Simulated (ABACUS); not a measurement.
Here is an ABACUS 3.10.1 calculation.

The input INPUT:

```
INPUT_PARAMETERS
suffix              Ge
calculation         cell-relax
basis_type          lcao
pseudo_dir          ./
orbital_dir         ./
symmetry            1
dft_functional      pbe
ecutwfc             100
pseudo_rcut         10
nspin               1
nbands              18
ks_solver           genelpa
smearing_method     fd
smearing_sigma      0.00367493
scf_thr             1e-07
scf_nmax            100
mixing_type         broyden
mixing_beta         0.7
cal_force           1
cal_stress          1
out_mul             1
relax_nmax          60
force_thr_ev        0.01
relax_method        cg
out_stru            1
stress_thr          0.2
```

STRU

```
ATOMIC_SPECIES
Ge 72.6300 Ge.upf

NUMERICAL_ORBITAL
Ge_confined-atom_7au_2s2p2d.orb

LATTICE_CONSTANT
7.5601949712

LATTICE_VECTORS
0.0000000000 0.7071067812 0.7071067812
0.7071067812 0.0000000000 0.7071067812
0.7071067812 0.7071067812 0.0000000000

ATOMIC_POSITIONS
Cartesian

Ge
0.0
2
1.0606601718 1.0606601718 1.0606601718 1 1 1
0.7071067812 0.7071067812 0.7071067812 1 1 1
```

KPT

```
K_POINTS
0
Gamma
7 7 7 0 0 0
```

Potentials or basis: PseudoDojo NC SR 0.4.1 PBE standard, DZP LCAO (the cutoffs set its grid).

The run is started by

```bash
$ OMP_NUM_THREADS=1 mpirun -np 4 abacus > log
```

**Question.** Predict the space group after relaxing (to 0.05 Å).

**Answer.** Fd-3m (No. 227).

**Question.** Estimate the relaxed volume.

**Answer.** 24.20 Å³/atom.

**Question.** Estimate the relaxed cell.

**Answer.** a = 4.091 Å, b = 4.091 Å, c = 4.091 Å, α = 60.00°, β = 60.00°, γ = 60.00°.

The path:
```
step  energy change (eV)  largest force (eV/Å)  pressure (GPa)  volume (Å³)
   1              0.0000                0.0000            4.59        45.28
   2             -0.0351                0.0000           -1.63        49.83
   3             -0.0427                0.0000           -0.01        48.41
```

Caveat: the atomic orbitals were generated for these runs and aren't a published set; the basis of atomic orbitals isn't converged, which shifts pressures, moduli and gaps. Zero-point motion and thermal expansion aren't in these numbers.
